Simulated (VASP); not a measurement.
# AlN (P6_3mc) in VASP: band structure with PBE

Aim: the band structure of AlN with PBE.

Everything below comes from runs of VASP 6.6.1. Logs are shortened: lines on timing, memory, paths and dates and some standing lists are left out, and cuts for length are marked.

**What was measured.**

From “Self-assembly of well-separated AlN nanowires directly on sputtered metallic TiN films”, 2019, arxiv:1910.07391, for a bulk crystal of AlN at 10 K: band gap 6.034 eV (an exciton energy, a little under the gap).

The runs below are set against these values where they give the same quantity.

## Step 1: The crystal as given

Symmetry: P6_3mc, No. 186, hexagonal system. The conventional cell has a = 3.130 Å, b = 3.130 Å, c = 5.018 Å, α = 90.00°, β = 90.00°, γ = 120.00°. Around Al (site symmetry 3m) lie 4 N at 1.90 to 1.91 Å. N (site symmetry 3m) has 4 Al at 1.90 to 1.91 Å as nearest neighbours.

## Step 2: Band structure, PBE

Contents of INCAR:

```
ALGO = Normal ; EDIFF = 1E-7
ENCUT = 520 ; GGA = PE
ISIF = 2 ; ISMEAR = 0
LASPH = True ; LCHARG = False
LREAL = False ; LWAVE = False
NBANDS = 16 ; NELM = 80
PREC = Accurate ; SIGMA = 0.02
```

Contents of KPOINTS:

```
k-points
0
Gamma
  9 9 6
```

Contents of POSCAR:

```
AlN
1.0
    3.1302330000      0.0000000000      0.0000000000
   -1.5651170000      2.7108610000      0.0000000000
    0.0000000000      0.0000000000      5.0179780000
Al N
2 2
Direct
    0.3333333000      0.6666667000     -0.0007713000
    0.6666667000      0.3333333000      0.4992287000
    0.3333333000      0.6666667000      0.3807713000
    0.6666667000      0.3333333000      0.8807713000
```

Contents of KPOINTS_OPT:

```
path GMKGALHA,LM,KH
20
line-mode
reciprocal
 0.0000000000  0.0000000000  0.0000000000  G
 0.5000000000  0.0000000000  0.0000000000  M

 0.5000000000  0.0000000000  0.0000000000  M
 0.3333333333  0.3333333333  0.0000000000  K

 0.3333333333  0.3333333333  0.0000000000  K
 0.0000000000  0.0000000000  0.0000000000  G

 0.0000000000  0.0000000000  0.0000000000  G
 0.0000000000  0.0000000000  0.5000000000  A

 0.0000000000  0.0000000000  0.5000000000  A
 0.5000000000  0.0000000000  0.5000000000  L

 0.5000000000  0.0000000000  0.5000000000  L
 0.3333333333  0.3333333333  0.5000000000  H

 0.3333333333  0.3333333333  0.5000000000  H
 0.0000000000  0.0000000000  0.5000000000  A

 0.5000000000  0.0000000000  0.5000000000  L
 0.5000000000  0.0000000000  0.0000000000  M

 0.3333333333  0.3333333333  0.0000000000  K
 0.3333333333  0.3333333333  0.5000000000  H
```

Potentials or basis: VASP PAW PBE potentials, release 64 (Al, N).

Run with:

```console
> cat potpaw_PBE.64/Al/POTCAR potpaw_PBE.64/N/POTCAR > POTCAR
> mpirun -np 1 vasp_std > vasp.out
```

OUTCAR:

```text
EDIFF = 1E-7
   ENCUT = 520
   GGA = PE
   ISIF = 2
   ISMEAR = 0
   LASPH = True
   LREAL = False
   NELM = 80
   PREC = Accurate

 ion  position               nearest neighbor table
   1  0.333  0.667  0.999-   4 1.90   4 1.90   4 1.90   3 1.91   2 3.09   2 3.09   2 3.09   2 3.09
                             2 3.09   2 3.09
   2  0.667  0.333  0.499-   3 1.90   3 1.90   3 1.90   4 1.91   1 3.09   1 3.09   1 3.09   1 3.09
                             1 3.09   1 3.09
   3  0.333  0.667  0.381-   2 1.90   2 1.90   2 1.90   1 1.91
   4  0.667  0.333  0.881-   1 1.90   1 1.90   1 1.90   2 1.91

  LATTYP: Found a hexagonal cell.
 ALAT       =     3.1302330000
 C/A-ratio  =     1.6030685256

  Lattice vectors:

 A1 = (   3.1302330000,   0.0000000000,   0.0000000000)
 A2 = (  -1.5651170000,   2.7108610000,   0.0000000000)
 A3 = (   0.0000000000,   0.0000000000,   5.0179780000)

Analysis of symmetry for initial positions (statically):
=====================================================================
 Subroutine PRICEL returns:
 Original cell was already a primitive cell.

 Routine SETGRP: Setting up the symmetry group for a
 hexagonal supercell.

 Subroutine GETGRP returns: Found 12 space group operations
 (whereof  6 operations were pure point group operations)
 out of a pool of 24 trial point group operations.

The static configuration has the point symmetry C_3v.
 The point group associated with its full space group is C_6v.

Analysis of symmetry for dynamics (positions and initial velocities):
=====================================================================
 Subroutine PRICEL returns:
 Original cell was already a primitive cell.

 Routine SETGRP: Setting up the symmetry group for a
 hexagonal supercell.

 Subroutine GETGRP returns: Found 12 space group operations
 (whereof  6 operations were pure point group operations)
 out of a pool of 24 trial point group operations.

The dynamic configuration has the point symmetry C_3v.
 The point group associated with its full space group is C_6v.

 Subroutine INISYM returns: Found 12 space group operations
 (whereof  6 operations are pure point group operations),
 and found     1 'primitive' translations

----------------------------------------------------------------------------------------

                                     Primitive cell

  volume of cell :      42.5807

  direct lattice vectors                    reciprocal lattice vectors
     3.130233000  0.000000000  0.000000000     0.319465037  0.184443304  0.000000000
    -1.565117000  2.710861000  0.000000000     0.000000000  0.368886490  0.000000000
     0.000000000  0.000000000  5.017978000     0.000000000  0.000000000  0.199283456

  length of vectors
     3.130233000  3.130232992  5.017978000     0.368886489  0.368886490  0.199283456

  position of ions in fractional coordinates (direct lattice)
     0.333333300  0.666666700  0.999228700
     0.666666700  0.333333300  0.499228700
     0.333333300  0.666666700  0.380771300
     0.666666700  0.333333300  0.880771300

  ion indices of the primitive-cell ions
   primitive index   ion index
                 1           1
                 2           2
                 3           3
                 4           4

----------------------------------------------------------------------------------------

 KPOINTS: k-points

Automatic generation of k-mesh.
 Grid dimensions read from file:
 generate k-points for:    9    9    6

 Generating k-lattice:

  Cartesian coordinates                     Fractional coordinates (reciprocal lattice)
     0.035496115  0.020493700  0.000000000     0.111111111  0.000000000  0.000000000
     0.000000000  0.040987388  0.000000000     0.000000000  0.111111111  0.000000000
     0.000000000  0.000000000  0.033213909     0.000000000  0.000000000  0.166666667

  Length of vectors
     0.040987388  0.040987388  0.033213909

  Shift w.r.t. Gamma in fractional coordinates (k-lattice)
     0.000000000  0.000000000  0.000000000

 Subroutine IBZKPT returns following result:
 ===========================================

 Found     48 irreducible k-points:

 Following reciprocal coordinates:
            Coordinates               Weight
  0.000000  0.000000  0.000000      1.000000
  0.111111 -0.000000  0.000000      6.000000
  0.222222  0.000000  0.000000      6.000000
  0.333333 -0.000000  0.000000      6.000000
  0.444444  0.000000  0.000000      6.000000
  0.111111  0.111111  0.000000      6.000000
[... 16 lines left out ...]
  0.333333  0.222222  0.166667     24.000000
  0.333333  0.333333  0.166667      4.000000
 [... further k-points ...]
   k-points           NKPTS =     48   k-points in BZ     NKDIM =     48   number of bands    NBANDS=     16
   number of dos      NEDOS =    301   number of ions     NIONS =      4
   total plane-waves  NPLWV =  23040
   dimension x,y,z NGX =    24 NGY =   24 NGZ =   40
   dimension x,y,z NGXF=    48 NGYF=   48 NGZF=   80
   ions per type =               2   2
   NGX,Y,Z   is equivalent  to a cutoff of  12.75, 12.75, 13.25 a.u.
   NGXF,Y,Z  is equivalent  to a cutoff of  25.49, 25.49, 26.50 a.u.
 SYSTEM =  unknown system
   PREC   = accura    normal or accurate (medium, high low for compatibility)
   ISTART =      0    job   : 0-new  1-cont  2-samecut
   ICHARG =      2    charge: 1-file 2-atom 10-const
   ISPIN  =      1    spin polarized calculation?
   LNONCOLLINEAR =      F non collinear calculations
   LSORBIT =      F    spin-orbit coupling
   LASPH  =      T    aspherical Exc in radial PAW
   ENCUT  =  520.0 eV  38.22 Ry    6.18 a.u.   5.82  5.82  9.33*2*pi/ulx,y,z
   NELM   =     80;   NELMIN=  2; NELMDL= -5     # of ELM steps
   EDIFF  = 0.1E-06   stopping-criterion for ELM
   LREAL  =      F    real-space projection
   EDIFFG = 0.1E-05   stopping-criterion for IOM
   NSW    =      0    number of steps for IOM
   IBRION =     -1    ionic relax: 0-MD 1-quasi-New 2-CG
   NFREE  =      0    steps in history (QN), initial steepest desc. (CG)
   ISIF   =      2    stress and relaxation
   ISYM   =      2    0-nonsym 1-usesym 2-fastsym
   POTIM  = 0.5000    time-step for ionic-motion
   TEBEG  =    0.0;   TEEND  =   0.0 temperature during run
   PSTRESS=    0.0 pullay stress
   NELECT =      16.0000    total number of electrons
   NUPDOWN=      -1.0000    fix difference up-down
   EMIN   =  10.00;   EMAX   =-10.00  energy-range for DOS
   EFERMI =   0.00;   METHOD = LEGACY
   ISMEAR =     0;   SIGMA  =   0.02  broadening in eV -4-tet -1-fermi 0-gaus
   EFERMI_NEDOS =   21; number of points for ismear=-14 and -15
   IALGO  =     38    algorithm
   IMIX   =      4    mixing-type and parameters
     AMIX     =   0.40;   BMIX     =  1.00
     AMIX_MAG =   1.60;   BMIX_MAG =  1.00
  volume/ion in A,a.u.               =      10.65        71.84
  Fermi-wavevector in a.u.,A,eV,Ry     =   1.181346  2.232421 18.988010  1.395579
  Thomas-Fermi vector in A             =   2.317622
   LORBIT       =      0    0 simple, 1 ext, 2 COOP (PROOUT), +10 PAW based schemes
   GGA     = PE    functional components
   LHFCALC =     F    Hartree Fock is set to
   AEXX    =    0.0000 exact exchange contribution
   IVDW    =     0    specifies the selected vdW correction
   LEPSILON=     F    determine dielectric tensor
   LRPA    =     F    only Hartree local field effects (RPA)
 non-spin polarized calculation
 Gauss-broadening in eV      SIGMA  =   0.02
  energy-cutoff  :      520.00
  volume of cell :       42.58
 maximum number of plane-waves:      1170
 NGX is ok and might be reduce to    24
   NGX = 11   NGY = 11   NGZ = 19

 number of electron      15.9999998 magnetization

 Free energy of the ion-electron system (eV)
  ---------------------------------------------------
  ext. energy  EPLUGINS =         0.00000000
  ---------------------------------------------------
  free energy    TOTEN  =       -29.78048636 eV

  energy without entropy =      -29.78048636  energy(sigma->0) =      -29.78048636

 E-fermi :   6.1336     XC(G=0): -10.8270

 val. band max:        5.9645189010   @ k =   0.0000   0.0000   0.0000
 cond. band min:      10.0075225725   @ k =   0.0000   0.0000   0.0000
 fundamental gap:      4.0430036716
 Fermi energy:         6.1336197325

 k-point     1 :       0.0000    0.0000    0.0000
  band No.  band energies     occupation
      1      -9.1031      2.00000
      2      -7.0203      2.00000
      3       0.0589      2.00000
      4       5.1191      2.00000
      5       5.1191      2.00000
      6       5.7617      2.00000
[... 8 lines left out ...]
     15      18.9295      0.00000
     16      18.9295      0.00000

 k-point     2 :       0.1111   -0.0000    0.0000
  band No.  band energies     occupation
      1      -8.9499      2.00000
      2      -6.9345      2.00000
      3       0.2429      2.00000
      4       4.4223      2.00000
      5       4.9254      2.00000
      6       5.0813      2.00000
[... 8 lines left out ...]
     15      18.8011      0.00000
     16      18.9660      0.00000

 k-point     3 :       0.2222    0.0000    0.0000
  band No.  band energies     occupation
      1      -8.5156      2.00000
      2      -6.7198      2.00000
      3       0.7768      2.00000
      4       2.9405      2.00000
      5       3.8355      2.00000
      6       4.5257      2.00000
[... 8 lines left out ...]
     15      17.9672      0.00000
     16      18.7760      0.00000
[... 362 lines left out ...]
 k-point    23 :       0.3333    0.2222    0.1667
  band No.  band energies     occupation
      1      -6.9924      2.00000
      2      -6.5143      2.00000
      3       1.0410      2.00000
      4       1.6989      2.00000
      5       2.5110      2.00000
      6       3.5108      2.00000
[... 8 lines left out ...]
     15      18.5947      0.00000
     16      20.5490      0.00000

 k-point    24 :       0.3333    0.3333    0.1667
  band No.  band energies     occupation
      1      -6.6621      2.00000
      2      -6.6621      2.00000
      3       1.3513      2.00000
      4       1.8329      2.00000
      5       1.8329      2.00000
      6       3.3227      2.00000
[... 8 lines left out ...]
     15      18.9137      0.00000
     16      20.7954      0.00000

 [... further k-points ...]

------------------------ aborting loop because EDIFF is reached ----------------------------------------

  FORCE on cell =-STRESS in cart. coord.  units (eV):
  Direction    XX          YY          ZZ          XY          YZ          ZX
  --------------------------------------------------------------------------------------
  -------------------------------------------------------------------------------------
  Total       -0.0753539     -0.0753538     -0.0587930      0.0000000     -0.0000000      0.0000000
  in kB       -2.8353289     -2.8353282     -2.2121958      0.0000005     -0.0000000      0.0000000
  external PRESSURE =      -2.6276176 kB  Pullay stress =       0.0000000 kB

 VOLUME and BASIS-vectors are now :
 -----------------------------------------------------------------------------
  energy-cutoff  :      520.00
  volume of cell :       42.58
      direct lattice vectors                 reciprocal lattice vectors
     3.130233000  0.000000000  0.000000000     0.319465037  0.184443304  0.000000000
    -1.565117000  2.710861000  0.000000000     0.000000000  0.368886490  0.000000000
     0.000000000  0.000000000  5.017978000     0.000000000  0.000000000  0.199283456

 POSITION                                       TOTAL-FORCE (eV/Angst)
 -----------------------------------------------------------------------------------
     -0.00000      1.80724      5.01411         0.000000      0.000000      0.000722
      1.56512      0.90362      2.50512         0.000000      0.000000      0.000722
     -0.00000      1.80724      1.91070        -0.000000      0.000000     -0.000722
      1.56512      0.90362      4.41969         0.000000     -0.000000     -0.000722
 -----------------------------------------------------------------------------------
    total drift:                               -0.000086      0.000050      0.000532

  FREE ENERGIE OF THE ION-ELECTRON SYSTEM (eV)
  ---------------------------------------------------
  free  energy   TOTEN  =       -29.7804863631 eV

  energy  without entropy=      -29.7804863631  energy(sigma->0) =      -29.78048636
```

Wall time 62 s (1 thread of Intel Xeon Platinum 8488C (Sapphire Rapids), shared host); peak memory 0.18 GiB.

Results:

| Quantity | Value |
| --- | --- |
| Free energy | -29.7805 eV |
| Pressure | -0.3 GPa |
| Band gap on the k mesh | 4.04 eV, direct |
| Band gap along the path | 4.04 eV, direct |

Levels at the corners of the path, in eV from the valence-band top:
```tsv
point	band 5	band 6	band 7	band 8	band 9	band 10	band 11	band 12
Γ	-0.85	-0.20	-0.20	0.00	4.04	6.51	10.46	11.03
M	-3.29	-2.05	-1.74	-0.68	5.76	5.76	8.02	10.14
M	-3.29	-2.05	-1.74	-0.68	5.76	5.76	8.02	10.14
K	-3.76	-2.41	-2.35	-2.35	5.05	8.28	9.55	9.55
K	-3.76	-2.41	-2.35	-2.35	5.05	8.28	9.55	9.55
Γ	-0.85	-0.20	-0.20	0.00	4.04	6.51	10.46	11.03
Γ	-0.85	-0.20	-0.20	0.00	4.04	6.51	10.46	11.03
A	-0.53	-0.53	-0.53	-0.53	6.31	6.31	10.16	10.16
A	-0.53	-0.53	-0.53	-0.53	6.31	6.31	10.16	10.16
L	-1.44	-1.44	-1.35	-1.35	5.24	5.24	9.14	9.14
L	-1.44	-1.44	-1.35	-1.35	5.24	5.24	9.14	9.14
H	-3.79	-3.79	-0.79	-0.79	7.36	7.36	7.71	7.71
H	-3.79	-3.79	-0.79	-0.79	7.36	7.36	7.71	7.71
A	-0.53	-0.53	-0.53	-0.53	6.31	6.31	10.16	10.16
L	-1.44	-1.44	-1.35	-1.35	5.24	5.24	9.14	9.14
M	-3.29	-2.05	-1.74	-0.68	5.76	5.76	8.02	10.14
K	-3.76	-2.41	-2.35	-2.35	5.05	8.28	9.55	9.55
H	-3.79	-3.79	-0.79	-0.79	7.36	7.36	7.71	7.71
```

## Step 3: Against experiment

Step 2. Against the measured gap of AlN, 6.034 eV (an exciton energy, a little under the gap; 10 K; quoted in “Self-assembly of well-separated AlN nanowires directly on sputtered metallic TiN films”, 2019, arxiv:1910.07391), the calculated 4.04 eV is off by -1.99 eV. 2 values of this kind are on record (6.034 to 6.0343 eV); this one was drawn at random. The value is that of PBE, without temperature or zero-point motion. Semilocal functionals fall short of measured gaps as a rule.
